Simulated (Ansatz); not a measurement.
# CdSe (F-43m) as a strained film

```yaml
crystal:
  lattice:
    - [3.00399, 3.00399, 0.00000]
    - [-3.00399, 3.00399, 0.00000]
    - [0.00000, 3.00399, 3.00399]
  atoms:
    - { symbol: Cd, position: [0.00000, 0.00000, 0.00000] }
    - { symbol: Se, position: [0.75000, 0.25000, 0.50000] }
```

This cell was relaxed by PAW under LDA. A film on a (001) substrate is mimicked by stretching x and y by ε∥; the length along z and the atoms then relax by PAW (default files of Ansatz 0.2.0, cutoff 420 eV, stress met within about 0.05 GPa). Stress and levels come from LDA, all-electron LAPW in Ansatz 0.2.0, scalar-relativistic; k mesh 6×6×6, fixed occupations, basis error target 0.5 meV/atom. Conduction levels are in eV over the valence top, at fixed fractional wave vectors.

```csv
ε∥ (%),ε⊥ (%),"σ∥ (GPa, tension positive)",Γ,L (oblique),X ∥ z,X ⊥ z,2nd valence level at Γ,3rd
-2.0,2.880,-1.00,0.360,2.152,2.923,2.742,0.000,-0.179
-1.0,1.457,-0.50,0.381,2.190,2.897,2.809,0.000,-0.086
-0.5,0.682,-0.28,0.392,2.206,2.884,2.843,0.000,-0.040
0.0,0.000,-0.02,0.399,2.217,2.875,2.875,0.000,0.000
0.5,-0.673,0.24,0.368,2.187,2.830,2.870,-0.038,-0.038
1.0,?,?,?,?,?,?,?,?
2.0,-3.001,0.86,0.278,2.089,2.695,2.856,-0.150,-0.150
```

The last two columns are counted from the highest valence level at Γ.

Problem. How does the film contract along z, and how stiff is it in the plane?

Solution. Quadratic fits through the 6 rows shown have slopes dε⊥/dε∥ = -1.464 and dσ∥/dε∥ = 46.7 GPa at zero strain. Elasticity asks −2C12/C11 = -1.467 and C11 + C12 − 2C12²/C11 = 46.4 GPa, from PAW constants C11 = 70.5, C12 = 51.7 GPa. At the level of the σ∥ column the films keep up to 0.04 GPa along z against the unstrained cell, and the constants are scalar-relativistic PAW values, so part of the difference is the change of level.

Problem. Which shear deformation potential b does the valence splitting give?

Solution. Without spin-orbit coupling the single level moves against the pair by 3b(ε⊥ − ε∥): -0.0402 eV at ε⊥ − ε∥ = 0.01182 and 0.0380 eV at -0.01173, so b = -1.11 eV.

Problem. Fill the row at ε∥ = 1.0 %.

Solution. The fits give ε⊥ = -1.474 % and σ∥ = 0.43 GPa. Computed: ε⊥ (%) = -1.480, σ∥ (GPa, tension positive) = 0.43, Γ = 0.337, L (oblique) = 2.154, X ∥ z = 2.780, X ⊥ z = 2.863, 2nd valence level at Γ = -0.078, 3rd = -0.078. The levels have a kink at zero strain, where another valence state takes the top, so one parabola doesn't fit them.

Problem. How fast does the least gap among these points move on each side of zero strain?

Solution. dE_g/dε∥ is 14 meV per % on the compressed side and -64 on the stretched side, so the gap falls either way. The lowest conduction level stays at Γ.

Caveats: this zinc-blende form is metastable at ambient conditions; no spin-orbit coupling on heavy atoms; the frozen-core PAW files of the relaxations were fitted under PBE, their cores solved anew for this functional; semilocal gaps are low, and the spacing of valleys can be off by tenths of an eV; levels are read at fixed fractional k, so an edge that moves off these points is missed; with spin-orbit coupling the valence top splits by 2|b| and not 3|b| times the shear while that is small against the spin-orbit gap, so the gap's slopes differ from these.
